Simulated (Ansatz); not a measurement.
# Molybdenum, hcp under revPBE: ground state and equation of state, part 1 of 2

Aim: take molybdenum in the hcp structure, relax it, solve it on a dense k-mesh, then scale the cell to 7 volumes from 88 to 112 % of the relaxed one and try a fit of the equation of state. Spin polarisation is left out. The k-meshes are 13×13×7 for the relaxation; 21×21×11 for the dense run; 15×15×7 for the volumes.

This is Mo in the hcp structure; at room conditions it is bcc.

Program: Ansatz 0.2.0. Level of theory: DFT revPBE, plane waves (420 eV) with PAW, scalar-relativistic; the PAW data stem from PBE, with regenerated cores. These are calculated values, not measurements.

## Step 1: The system as given

It takes space group P6_3/mmc (No. 194, hexagonal). The conventional cell has a = 2.804 Å, b = 2.804 Å, c = 4.579 Å, α = 90.00°, β = 90.00°, γ = 120.00°. Mo (site symmetry -6m2) has 12 Mo at 2.80 Å as nearest neighbours.

Coordinates:

```
CELL_PARAMETERS angstrom
2.80392 0.00000 0.00000
-1.40196 2.42827 0.00000
0.00000 0.00000 4.57880
ATOMIC_POSITIONS crystal
Mo 0.33333 0.66667 0.25000
Mo 0.66667 0.33333 0.75000
```

## Step 2: Relaxing cell and atoms

Contents of input.yaml:

```yaml
crystal:
  lattice:
    - [2.8039216218, 0.0, 0.0]
    - [-1.4019608109, 2.4282673547, 0.0]
    - [0.0, 0.0, 4.5788040084]
  atoms:
    - { symbol: Mo, position: [0.3333333333, 0.6666666667, 0.25] }
    - { symbol: Mo, position: [0.6666666667, 0.3333333333, 0.75] }
hamiltonian:
  xc: revpbe
  pseudopotentials:
    kind: paw
    azcp:
      Mo: "pseudopotentials/Mo.paw.azcp"
basis:
  ecutwfc: 420
  fft_grid_basis: typed
kpoints:
  mp_grid: { grid: [13, 13, 7], shift: [0, 0, 0] }
magnetization:
  spin_polarized: false
scf:
  occupations: { method: fermi_dirac, width: 0.1 }
relax:
  max_steps: 60
  f_tol: 0.01
  cell: {}
```

The program printed:

```text
Warning: RAYON_NUM_THREADS=2 ignored (pool sized by the plan → 2); use --threads N
Engine: ansatz 0.2.0, aarch64-unknown-linux-gnu
Pseudopotentials: kind: paw
Pseudopotential: Mo, paw, valence charge 14, recommended cutoff 420 eV (normal), <dir>
Functional definition: revPBE
  parameter kappa = 1.245
  parameter beta = 0.06672455060314922
  exchange = pbe_x(kappa = kappa, mu = beta*pi^2/3)
  correlation = pbe_c(beta = beta)
Crystal: 2 atoms, lattice volume = 31.176 Å³
Basis set: ecut = 420 eV, 603 PW (Γ), exchange–correlation on 40×40×64 points (8 copies of the dense FFT grid, shifted against one another)
Bands: 18, of which v1, the nominal top of the filled ones, is band 14 counted from 1 (13 counted from 0)
Symmetry: 24 space group operations
Space group: P63/mmc (ITA 194), of the structure as read, at distance tolerance 3.1e-5 Å
k-points: 84 of 1183
Non-local potential: Mo, projectors of the file, l = 0: 3, l = 1: 2, l = 2: 2, l = 3: 1
PAW form: soft (Blöchl's): semilocal exchange-correlation on the pseudo side does not see the compensation charge
PAW frozen core: Mo, regenerated for the run's functional, and the local potential with it (the file was generated under x = pbe(κ = 0.804, μ = 0.2195149727645171), c = pbe(β = 0.06672455060314922))
PAW one-centre angular grid: Mo, 590 points (default); XC on 64 Gauss nodes
Initial density: superposition of atomic densities (neutral atoms: chi_scale 0, normalization atom), corrected by the library's trained network
Initial wavefunctions: pseudopotential atomic-orbital guess
Functional: x = revpbe(κ = 1.245, μ = 0.2195149727645171), c = pbe(β = 0.06672455060314922)
SCF iter   1: F=—  HF=-9921.106553 eV  |F-HF|=—  |Δ(HF+E_count)|=         —  Δρ=8.59e-3  dr2=1.89e-2  ethr=1.77e-3  ⟨swp⟩=5.2  Hψ=15139  notcnv=0  defer=26
automatic band count: the SCF goes on with 22 bands, as 18 were too few: the levels above may hold too much charge
preconditioner: auto → none  [metal: Δε(μ)=0.020 eV  Ē_g=8.081 eV  σ=0.100 eV  W_gap=0.05  n_scr=8 (ndim 8)  ℏωp=23.0 eV  f_vac=0.000  D(μ)=3.20/eV (n_scr^D=36)  sad-step TF]
SCF iter   2: F=—  HF=-9921.103172 eV  |F-HF|=—  |Δ(HF+E_count)|=   3.38e-3  Δρ=5.36e-3  dr2=7.67e-3  ethr=6.73e-5  ⟨swp⟩=1.0  Hψ=2520  notcnv=0  defer=28
SCF iter   3: F=—  HF=-9921.101228 eV  |F-HF|=—  |Δ(HF+E_count)|=   1.94e-3  Δρ=3.85e-4  dr2=1.81e-5  ethr=2.74e-5  ⟨swp⟩=2.2  Hψ=2437  notcnv=0  defer=28
SCF iter   4: F=—  HF=-9921.101239 eV  |F-HF|=—  |Δ(HF+E_count)|=   1.06e-5  Δρ=1.24e-4  dr2=3.60e-6  ethr=6.46e-8  ⟨swp⟩=2.0  Hψ=2905  notcnv=0  defer=28
iter 5 did not close the SCF: its close was put off for the readings that it lacked (scf_convergence_deferred on its scf_iter line)
SCF iter   5: F=-9921.101237 eV  HF=-9921.101237 eV  |F-HF|=1.19e-8  |Δ(HF+E_count)|=   1.55e-6  Δρ=1.69e-5  dr2=2.01e-8  ethr=1.29e-8  ⟨swp⟩=2.0  Hψ=2654  notcnv=0  defer=28
SCF iter   6: F=-9921.101237 eV  HF=-9921.101237 eV  |F-HF|=2.69e-10  |Δ(HF+E_count)|=   1.54e-8  Δρ=2.33e-6  dr2=8.07e-10  ethr=7.18e-11  ⟨swp⟩=1.5  Hψ=5281  notcnv=0
SCF 1 converged in 6 iterations: F = -9921.101237 eV  dr2 = 8.07e-10
relax step   1: F+E_penalty+E_count = -9921.10123747 eV  Δ(F+E_penalty+E_count) = +0.000e0 eV  max|allowed force component| = 7.633e-17 eV/Å  Δτ_max = 0.0000 Å  P = +9.341 GPa  Ω = 31.176 Å³  (6 SCF iters, dr2 threshold 1.00e-7 eV, accepted)
Crystal: 2 atoms, lattice volume = 34.433 Å³
Basis set: ecut = 420 eV, 701 PW (Γ), exchange–correlation on 40×40×64 points (8 copies of the dense FFT grid, shifted against one another)
Bands: 22, of which v1, the nominal top of the filled ones, is band 14 counted from 1 (13 counted from 0)
Initial density: handed on by an earlier stage of this run
Initial wavefunctions: those handed on with the density
iter 1 solved again at ethr=2.54e-5 eV; its pass at ethr=3.10e-3 eV (dr2=7.12e-3 eV) is discarded
SCF iter   1: F=—  HF=-9921.070782 eV  |F-HF|=—  |Δ(HF+E_count)|=         —  Δρ=6.75e-3  dr2=7.20e-3  ethr=2.54e-5  ⟨swp⟩=2.2  Hψ=11130  notcnv=0
preconditioner: auto → Kerker (q_TF=auto, 2.636 Å⁻¹)  [metal: Δε(μ)=0.004 eV  Ē_g=7.286 eV  σ=0.100 eV  W_gap=0.01  n_scr=10 (ndim 8)  ℏωp=21.9 eV  f_vac=0.000  D(μ)=3.52/eV (n_scr^D=36)]
SCF iter   2: F=—  HF=-9921.071306 eV  |F-HF|=—  |Δ(HF+E_count)|=   5.24e-4  Δρ=3.89e-3  dr2=2.59e-3  ethr=2.54e-5  ⟨swp⟩=1.0  Hψ=1848  notcnv=0
SCF iter   3: F=—  HF=-9921.071461 eV  |F-HF|=—  |Δ(HF+E_count)|=   1.55e-4  Δρ=4.28e-4  dr2=4.80e-5  ethr=9.24e-6  ⟨swp⟩=1.0  Hψ=1848  notcnv=0
SCF iter   4: F=—  HF=-9921.071496 eV  |F-HF|=—  |Δ(HF+E_count)|=   3.47e-5  Δρ=7.50e-5  dr2=1.02e-6  ethr=1.71e-7  ⟨swp⟩=2.3  Hψ=2422  notcnv=0
iter 5 did not close the SCF: its close was put off for the readings that it lacked (scf_convergence_deferred on its scf_iter line)
SCF iter   5: F=-9921.071496 eV  HF=-9921.071496 eV  |F-HF|=3.56e-9  |Δ(HF+E_count)|=   6.38e-8  Δρ=1.43e-5  dr2=3.90e-8  ethr=3.66e-9  ⟨swp⟩=2.2  Hψ=2545  notcnv=0
SCF iter   6: F=-9921.071496 eV  HF=-9921.071496 eV  |F-HF|=1.35e-10  |Δ(HF+E_count)|=   9.22e-9  Δρ=3.30e-6  dr2=2.25e-9  ethr=1.39e-10  ⟨swp⟩=1.9  Hψ=5350  notcnv=0
SCF 2 converged in 6 iterations: F = -9921.071496 eV  dr2 = 2.25e-9
relax step   2: F+E_penalty+E_count = -9921.07149625 eV  Δ(F+E_penalty+E_count) = +2.974e-2 eV  max|allowed force component| = 2.320e-17 eV/Å  Δτ_max = 0.0000 Å  P = -12.222 GPa  Ω = 34.433 Å³  energy of the carried Pulay correction = -1.047e-3 eV  (6 SCF iters, dr2 threshold 2.00e-7 eV, rejected (line search))
Crystal: 2 atoms, lattice volume = 32.348 Å³
Basis set: ecut = 420 eV, 627 PW (Γ), exchange–correlation on 40×40×64 points (8 copies of the dense FFT grid, shifted against one another)
iter 1 solved again at ethr=4.52e-6 eV; its pass at ethr=3.10e-3 eV (dr2=1.27e-3 eV) is discarded
SCF iter   1: F=—  HF=-9921.147716 eV  |F-HF|=—  |Δ(HF+E_count)|=         —  Δρ=3.08e-3  dr2=1.27e-3  ethr=4.52e-6  ⟨swp⟩=1.3  Hψ=10858  notcnv=0
preconditioner: auto → none  [metal: Δε(μ)=0.017 eV  Ē_g=7.791 eV  σ=0.100 eV  W_gap=0.04  n_scr=8 (ndim 8)  ℏωp=22.6 eV  f_vac=0.000  D(μ)=3.32/eV (n_scr^D=36)]
SCF iter   2: F=—  HF=-9921.148120 eV  |F-HF|=—  |Δ(HF+E_count)|=   4.03e-4  Δρ=1.53e-3  dr2=2.78e-4  ethr=4.52e-6  ⟨swp⟩=1.0  Hψ=1848  notcnv=0
SCF iter   3: F=—  HF=-9921.148288 eV  |F-HF|=—  |Δ(HF+E_count)|=   1.69e-4  Δρ=1.39e-4  dr2=3.90e-6  ethr=9.91e-7  ⟨swp⟩=1.0  Hψ=1848  notcnv=0
SCF iter   4: F=—  HF=-9921.148321 eV  |F-HF|=—  |Δ(HF+E_count)|=   3.26e-5  Δρ=2.52e-5  dr2=6.04e-8  ethr=1.39e-8  ⟨swp⟩=2.9  Hψ=3191  notcnv=0
SCF iter   5: F=—  HF=-9921.148320 eV  |F-HF|=—  |Δ(HF+E_count)|=   2.52e-7  Δρ=6.84e-6  dr2=1.12e-8  ethr=2.16e-10  ⟨swp⟩=2.0  Hψ=3053  notcnv=0
SCF iter   6: F=—  HF=-9921.148320 eV  |F-HF|=—  |Δ(HF+E_count)|=   4.46e-9  Δρ=1.72e-6  dr2=4.27e-10  ethr=4.00e-11  ⟨swp⟩=3.0  Hψ=3227  notcnv=0
SCF iter   7: F=-9921.148320 eV  HF=-9921.148320 eV  |F-HF|=3.64e-12  |Δ(HF+E_count)|=  7.64e-11  Δρ=1.16e-7  dr2=2.05e-12  ethr=1.00e-12  ⟨swp⟩=3.7  Hψ=8009  notcnv=0
SCF 3 converged in 7 iterations: F = -9921.148320 eV  dr2 = 2.05e-12
relax step   3: F+E_penalty+E_count = -9921.14832047 eV  Δ(F+E_penalty+E_count) = -4.708e-2 eV  max|allowed force component| = 4.568e-17 eV/Å  Δτ_max = 0.0000 Å  P = +0.417 GPa  Ω = 32.348 Å³  energy of the carried Pulay correction = -3.885e-4 eV  (7 SCF iters, accepted)
Crystal: 2 atoms, lattice volume = 32.766 Å³
Basis set: ecut = 420 eV, 651 PW (Γ), exchange–correlation on 40×40×64 points (8 copies of the dense FFT grid, shifted against one another)
iter 1 solved again at ethr=1.66e-5 eV; its pass at ethr=3.10e-3 eV (dr2=4.64e-3 eV) is discarded
SCF iter   1: F=—  HF=-9921.167225 eV  |F-HF|=—  |Δ(HF+E_count)|=         —  Δρ=4.91e-3  dr2=4.28e-3  ethr=1.66e-5  ⟨swp⟩=1.3  Hψ=9929  notcnv=0
preconditioner: auto → Kerker (q_TF=auto, 2.658 Å⁻¹)  [metal: Δε(μ)=0.012 eV  Ē_g=7.707 eV  σ=0.100 eV  W_gap=0.03  n_scr=10 (ndim 8)  ℏωp=22.5 eV  f_vac=0.000  D(μ)=3.18/eV (n_scr^D=36)]
SCF iter   2: F=—  HF=-9921.166535 eV  |F-HF|=—  |Δ(HF+E_count)|=   6.90e-4  Δρ=2.76e-3  dr2=1.45e-3  ethr=1.53e-5  ⟨swp⟩=1.0  Hψ=1848  notcnv=0
SCF iter   3: F=—  HF=-9921.166204 eV  |F-HF|=—  |Δ(HF+E_count)|=   3.32e-4  Δρ=3.04e-4  dr2=1.92e-5  ethr=5.19e-6  ⟨swp⟩=1.1  Hψ=1896  notcnv=0
SCF iter   4: F=—  HF=-9921.166243 eV  |F-HF|=—  |Δ(HF+E_count)|=   3.91e-5  Δρ=5.30e-5  dr2=3.74e-7  ethr=6.84e-8  ⟨swp⟩=2.7  Hψ=2925  notcnv=0
iter 5 did not close the SCF: its close was put off for the readings that it lacked (scf_convergence_deferred on its scf_iter line)
SCF iter   5: F=-9921.166243 eV  HF=-9921.166243 eV  |F-HF|=3.23e-9  |Δ(HF+E_count)|=   9.16e-8  Δρ=8.12e-6  dr2=8.10e-9  ethr=1.34e-9  ⟨swp⟩=2.1  Hψ=2879  notcnv=0
SCF iter   6: F=-9921.166243 eV  HF=-9921.166243 eV  |F-HF|=1.87e-10  |Δ(HF+E_count)|=   4.34e-9  Δρ=1.34e-6  dr2=2.03e-10  ethr=2.89e-11  ⟨swp⟩=1.8  Hψ=5379  notcnv=0
SCF 4 converged in 6 iterations: F = -9921.166243 eV  dr2 = 2.03e-10
relax step   4: F+E_penalty+E_count = -9921.16624290 eV  Δ(F+E_penalty+E_count) = -1.792e-2 eV  max|allowed force component| = 8.963e-18 eV/Å  Δτ_max = 0.0000 Å  P = -2.196 GPa  Ω = 32.766 Å³  energy of the carried Pulay correction = -5.227e-4 eV  (6 SCF iters, dr2 threshold 2.00e-7 eV, accepted)
Crystal: 2 atoms, lattice volume = 33.003 Å³
Basis set: ecut = 420 eV, 665 PW (Γ), exchange–correlation on 40×40×64 points (8 copies of the dense FFT grid, shifted against one another)
iter 1 solved again at ethr=4.72e-5 eV; its pass at ethr=3.10e-3 eV (dr2=1.32e-2 eV) is discarded
SCF iter   1: F=—  HF=-9921.186489 eV  |F-HF|=—  |Δ(HF+E_count)|=         —  Δρ=8.08e-3  dr2=1.39e-2  ethr=4.72e-5  ⟨swp⟩=1.1  Hψ=9884  notcnv=0
preconditioner: auto → Kerker (q_TF=auto, 2.655 Å⁻¹)  [metal: Δε(μ)=0.018 eV  Ē_g=7.650 eV  σ=0.100 eV  W_gap=0.04  n_scr=10 (ndim 8)  ℏωp=22.4 eV  f_vac=0.000  D(μ)=2.81/eV (n_scr^D=36)]
SCF iter   2: F=—  HF=-9921.183972 eV  |F-HF|=—  |Δ(HF+E_count)|=   2.52e-3  Δρ=4.55e-3  dr2=4.78e-3  ethr=4.72e-5  ⟨swp⟩=1.0  Hψ=1848  notcnv=0
SCF iter   3: F=—  HF=-9921.182723 eV  |F-HF|=—  |Δ(HF+E_count)|=   1.25e-3  Δρ=5.60e-4  dr2=5.39e-5  ethr=1.71e-5  ⟨swp⟩=2.0  Hψ=2365  notcnv=0
SCF iter   4: F=—  HF=-9921.182740 eV  |F-HF|=—  |Δ(HF+E_count)|=   1.64e-5  Δρ=6.89e-5  dr2=9.21e-7  ethr=1.93e-7  ⟨swp⟩=2.0  Hψ=2900  notcnv=0
iter 5 did not close the SCF: its close was put off for the readings that it lacked (scf_convergence_deferred on its scf_iter line)
SCF iter   5: F=-9921.182740 eV  HF=-9921.182740 eV  |F-HF|=1.01e-8  |Δ(HF+E_count)|=   1.44e-7  Δρ=1.34e-5  dr2=2.00e-8  ethr=3.29e-9  ⟨swp⟩=2.2  Hψ=2443  notcnv=0
SCF iter   6: F=-9921.182740 eV  HF=-9921.182740 eV  |F-HF|=2.16e-10  |Δ(HF+E_count)|=   1.18e-8  Δρ=1.62e-6  dr2=3.99e-10  ethr=7.15e-11  ⟨swp⟩=1.5  Hψ=5164  notcnv=0
SCF 5 converged in 6 iterations: F = -9921.182740 eV  dr2 = 3.99e-10
relax step   5: F+E_penalty+E_count = -9921.18273973 eV  Δ(F+E_penalty+E_count) = -1.650e-2 eV  max|allowed force component| = 3.701e-17 eV/Å  Δτ_max = 0.0000 Å  P = -2.792 GPa  Ω = 33.003 Å³  energy of the carried Pulay correction = -5.957e-4 eV  (6 SCF iters, dr2 threshold 2.00e-7 eV, accepted)
Crystal: 2 atoms, lattice volume = 32.567 Å³
Basis set: ecut = 420 eV, 653 PW (Γ), exchange–correlation on 40×40×64 points (8 copies of the dense FFT grid, shifted against one another)
iter 1 solved again at ethr=6.94e-7 eV; its pass at ethr=3.10e-3 eV (dr2=1.94e-4 eV) is discarded
SCF iter   1: F=—  HF=-9921.187111 eV  |F-HF|=—  |Δ(HF+E_count)|=         —  Δρ=1.11e-3  dr2=2.25e-4  ethr=6.94e-7  ⟨swp⟩=2.3  Hψ=10315  notcnv=0
preconditioner: auto → Kerker (q_TF=auto, 2.660 Å⁻¹)  [metal: Δε(μ)=0.015 eV  Ē_g=7.746 eV  σ=0.100 eV  W_gap=0.04  n_scr=10 (ndim 8)  ℏωp=22.5 eV  f_vac=0.000  D(μ)=2.83/eV (n_scr^D=36)]
SCF iter   2: F=—  HF=-9921.187096 eV  |F-HF|=—  |Δ(HF+E_count)|=   1.53e-5  Δρ=6.26e-4  dr2=7.85e-5  ethr=6.94e-7  ⟨swp⟩=1.0  Hψ=1848  notcnv=0
SCF iter   3: F=—  HF=-9921.187113 eV  |F-HF|=—  |Δ(HF+E_count)|=   1.69e-5  Δρ=7.75e-5  dr2=1.40e-6  ethr=2.80e-7  ⟨swp⟩=1.8  Hψ=2258  notcnv=0
iter 4 did not close the SCF: its close was put off for the readings that it lacked (scf_convergence_deferred on its scf_iter line)
SCF iter   4: F=-9921.187113 eV  HF=-9921.187113 eV  |F-HF|=2.70e-9  |Δ(HF+E_count)|=   8.84e-8  Δρ=9.65e-6  dr2=1.11e-8  ethr=5.01e-9  ⟨swp⟩=2.5  Hψ=2845  notcnv=0
iter 5 did not close the SCF: its close was put off for the readings that it lacked (scf_convergence_deferred on its scf_iter line)
SCF iter   5: F=-9921.187113 eV  HF=-9921.187113 eV  |F-HF|=1.33e-10  |Δ(HF+E_count)|=   3.46e-9  Δρ=1.59e-6  dr2=4.24e-10  ethr=3.95e-11  ⟨swp⟩=2.6  Hψ=2962  notcnv=0
SCF iter   6: F=-9921.187113 eV  HF=-9921.187113 eV  |F-HF|=3.64e-12  |Δ(HF+E_count)|=  1.62e-10  Δρ=2.41e-7  dr2=1.37e-11  ethr=1.52e-12  ⟨swp⟩=1.0  Hψ=5086  notcnv=0
SCF 6 converged in 6 iterations: F = -9921.187113 eV  dr2 = 1.37e-11
relax step   6: F+E_penalty+E_count = -9921.18711284 eV  Δ(F+E_penalty+E_count) = -4.373e-3 eV  max|allowed force component| = 5.551e-17 eV/Å  Δτ_max = 0.0000 Å  P = +0.022 GPa  Ω = 32.567 Å³  energy of the carried Pulay correction = -4.559e-4 eV  (6 SCF iters, dr2 threshold 2.00e-7 eV, accepted)
iter 1 solved again at ethr=4.00e-9 eV; its pass at ethr=3.10e-3 eV (dr2=1.12e-6 eV) is discarded
SCF iter   1: F=—  HF=-9921.187093 eV  |F-HF|=—  |Δ(HF+E_count)|=         —  Δρ=9.89e-5  dr2=2.21e-6  ethr=4.00e-9  ⟨swp⟩=3.2  Hψ=9453  notcnv=0
preconditioner: auto → Kerker (q_TF=auto, 2.660 Å⁻¹)  [metal: Δε(μ)=0.004 eV  Ē_g=7.747 eV  σ=0.100 eV  W_gap=0.01  n_scr=10 (ndim 8)  ℏωp=22.5 eV  f_vac=0.000  D(μ)=2.83/eV (n_scr^D=36)]
SCF iter   2: F=—  HF=-9921.187119 eV  |F-HF|=—  |Δ(HF+E_count)|=   2.60e-5  Δρ=5.52e-5  dr2=7.41e-7  ethr=4.00e-9  ⟨swp⟩=1.0  Hψ=1848  notcnv=0
iter 3 did not close the SCF: its close was put off for the readings that it lacked (scf_convergence_deferred on its scf_iter line)
SCF iter   3: F=-9921.187119 eV  HF=-9921.187119 eV  |F-HF|=1.36e-9  |Δ(HF+E_count)|=   1.96e-7  Δρ=7.03e-6  dr2=9.30e-9  ethr=2.65e-9  ⟨swp⟩=2.0  Hψ=2383  notcnv=0
iter 4 did not close the SCF: its close was put off for the readings that it lacked (scf_convergence_deferred on its scf_iter line)
SCF iter   4: F=-9921.187119 eV  HF=-9921.187119 eV  |F-HF|=4.55e-11  |Δ(HF+E_count)|=  1.27e-11  Δρ=9.54e-7  dr2=9.31e-11  ethr=3.32e-11  ⟨swp⟩=2.1  Hψ=2943  notcnv=0
iter 5 did not close the SCF: its close was put off for the readings that it lacked (scf_convergence_deferred on its scf_iter line)
SCF iter   5: F=-9921.187119 eV  HF=-9921.187119 eV  |F-HF|=3.64e-12  |Δ(HF+E_count)|=  4.55e-11  Δρ=1.39e-7  dr2=2.60e-12  ethr=1.00e-12  ⟨swp⟩=1.0  Hψ=1848  notcnv=0
SCF iter   6: F=-9921.187119 eV  HF=-9921.187119 eV  |F-HF|=3.64e-12  |Δ(HF+E_count)|=  3.64e-12  Δρ=2.20e-8  dr2=5.69e-14  ethr=1.00e-12  ⟨swp⟩=1.0  Hψ=4032  notcnv=0
SCF 7 converged in 6 iterations: F = -9921.187119 eV  dr2 = 5.69e-14
relax step   7: F+E_penalty+E_count = -9921.18711900 eV  Δ(F+E_penalty+E_count) = -6.160e-6 eV  max|allowed force component| = 2.313e-18 eV/Å  Δτ_max = 0.0000 Å  P = +0.000 GPa  Ω = 32.567 Å³  energy of the carried Pulay correction = -4.561e-4 eV  (6 SCF iters, dr2 threshold 1.32e-8 eV, accepted)
Basis set: ecut = 420 eV, 653 PW (Γ), exchange–correlation on 40×40×72 points (8 copies of the dense FFT grid, shifted against one another)
Initial wavefunctions: pseudopotential atomic-orbital guess (no wavefunctions were taken with the density)
iter 1 solved again at ethr=2.74e-8 eV; its pass at ethr=3.10e-3 eV (dr2=7.68e-6 eV) is discarded
SCF iter   1: F=—  HF=-9921.187611 eV  |F-HF|=—  |Δ(HF+E_count)|=         —  Δρ=2.27e-4  dr2=1.55e-6  ethr=2.74e-8  ⟨swp⟩=3.1  Hψ=13114  notcnv=0
SCF iter   2: F=—  HF=-9921.187620 eV  |F-HF|=—  |Δ(HF+E_count)|=   8.69e-6  Δρ=1.17e-4  dr2=3.92e-7  ethr=5.52e-9  ⟨swp⟩=1.0  Hψ=1848  notcnv=0
SCF iter   3: F=—  HF=-9921.187624 eV  |F-HF|=—  |Δ(HF+E_count)|=   3.89e-6  Δρ=6.42e-6  dr2=2.86e-9  ethr=1.40e-9  ⟨swp⟩=2.5  Hψ=2973  notcnv=0
SCF iter   4: F=—  HF=-9921.187624 eV  |F-HF|=—  |Δ(HF+E_count)|=   4.09e-9  Δρ=6.55e-7  dr2=8.73e-11  ethr=1.02e-11  ⟨swp⟩=2.4  Hψ=2917  notcnv=0
iter 5 did not close the SCF: its close was put off for the readings that it lacked (scf_convergence_deferred on its scf_iter line)
SCF iter   5: F=-9921.187624 eV  HF=-9921.187624 eV  |F-HF|=5.46e-12  |Δ(HF+E_count)|=  2.73e-11  Δρ=1.25e-7  dr2=3.39e-12  ethr=1.00e-12  ⟨swp⟩=1.0  Hψ=1848  notcnv=0
SCF iter   6: F=-9921.187624 eV  HF=-9921.187624 eV  |F-HF|=1.82e-12  |Δ(HF+E_count)|=  3.64e-12  Δρ=1.41e-8  dr2=4.33e-14  ethr=1.00e-12  ⟨swp⟩=3.1  Hψ=6371  notcnv=0
SCF 8 converged in 6 iterations: F = -9921.187624 eV  dr2 = 4.33e-14
relax step   8: F+E_penalty+E_count = -9921.18762396 eV  Δ(F+E_penalty+E_count) = -5.050e-4 eV  max|allowed force component| = 1.619e-17 eV/Å  Δτ_max = 0.0000 Å  P = +0.004 GPa  Ω = 32.567 Å³  stress off target by 1.52e-2 GPa  SCF on the basis re-selected at this cell (its energy is not comparable with the rows above)  (6 SCF iters)
basis re-selected at this cell: Δ(F+E_penalty+E_count) = -5.050e-4 eV, ΔP = +0.003 GPa vs the last step (what re-selecting the basis moved, of the pressure what is left beyond the Pulay correction that the steps carried, after the strain that the cell walked since its last selection, with what the two solves' SCF thresholds leave and, on support functions, any second-order correction that the steps lacked; it is no measure of the basis error at this ecutwfc). The dense FFT grid was sized anew with the basis: this SCF ran on 20×20×36 points, the steps before it on 20×20×32, so part of this shift can come from that change (see relax.cell in the input reference). This SCF's stress stands 1.52e-2 GPa from its target on what of the cell is left free (relax.cell.stress_tol is 5.00e-2 GPa) and its largest allowed force component is 1.62e-17 eV/Å (relax.f_tol is 1.00e-2 eV/Å): within both
SCF converged after 6 iterations
Free energy (F): -9921.187624 eV
Harris-Foulkes:  -9921.187624 eV  (|F-HF|=1.82e-12)
Internal energy: -9921.095816 eV  (E = F + TS)
E sigma→0 (E₀):  -9921.141720 eV
Entropy (-TS):   -0.091808 eV (-45.904 meV/atom)
Fermi energy:    19.890695 eV
--- Per-component energies (eV) ---
  E_band       = -131.448188
  E_kinetic    = 880.723829
  E_local      = -1637.040404  (includes V_loc(G=0)·N_el)
  E_nonlocal   = 284.946077
  E_hartree    = 541.861774
  E_xc         = -366.454054
  E_vxc        = -456.893081  (∫ρ·V_xc dr)
  E_paw        = -6412.290375  (= ΣΔE_a)
  E_vpaw       = -286.908246  (= ΣTr[D̂ρ^β])
  E_aug_tail   = 0.000089  (compensation charges beyond the density's cutoff)
  E_ewald      = -3212.711575
  E_core_change = -0.131176  (= ΣΔE_core)
  E_smearing   = -0.091808  (= −TS)
  E_closure    = 0.000000  (closes the sum)
  Σ components = -9921.187624   (vs F -9921.187624, Δ=0.00e0)
--- Forces (eV/Å), atoms counted from 1 ---
  atom   1  Mo     0.00000000    -0.00000000     0.00000000
  atom   2  Mo    -0.00000000     0.00000000    -0.00000000
  max |Σ_I F_I| component: 4.63e-18 eV/Å
--- Stress (GPa, compression-positive) ---
       -0.002286       0.000000       0.000000
        0.000000      -0.002286      -0.000000
        0.000000      -0.000000       0.015179
  P = ⅓ Tr σ = 0.0035 GPa (0.035 kbar)
--- Relaxed structure (7 steps of the walk, 6 accepted, 1 SCFs on fresh bases) ---
  F+E_penalty+E_count = -9921.18762396 eV   max|allowed force component| = 1.619e-17 eV/Å   (the final SCF, on the basis selected at the relaxed cell)
  cell:  # Å, volume = 32.5674 Å³
    - [2.767795413761188, -1.3690703028782714e-33, 0.0]
    - [-1.383897706880594, 2.3969811407952504, 0.0]
    - [0.0, 0.0, 4.908896617477435]
  atoms:
    - { symbol: Mo, position: [0.33333333333333337, 0.6666666666666667, 0.25000000000000006] }
    - { symbol: Mo, position: [0.6666666666666667, 0.33333333333333337, 0.7500000000000001] }
```

Run time: 12 s. Hardware: 2 threads of an Arm CPU, shared host; peak memory 0.34 GiB.

Step by step:

```
step  energy change (meV/atom)  largest force (eV/Å)  pressure (GPa)  volume (Å³/atom)  accepted
   1                      0.00                0.0000            9.34            15.588       yes
   2                     14.87                0.0000          -12.22            17.217        no
   3                    -23.54                0.0000            0.42            16.174       yes
   4                    -32.50                0.0000           -2.20            16.383       yes
   5                    -40.75                0.0000           -2.79            16.501       yes
   6                    -42.94                0.0000            0.02            16.283       yes
   7                    -42.94                0.0000            0.00            16.284       yes
   8                    -43.19                0.0000            0.00            16.284       yes
```

Steps that repeat a cell are solved on a basis chosen anew, so their changes of energy are no gain of the relaxation.

Changes in the cell that was computed:

|  | before | after | change |
| --- | --- | --- | --- |
| a (Å) | 2.804 | 2.768 | -1.3 % |
| b (Å) | 2.804 | 2.768 | -1.3 % |
| c (Å) | 4.579 | 4.909 | +7.2 % |
| volume (Å³/atom) | 15.588 | 16.284 | +4.5 % |
| shortest distance (Å) | 2.804 | 2.768 | -1.3 % |
| space group (spins left aside) | P6_3/mmc | P6_3/mmc | same |

(Continued in part 2 of 2.)
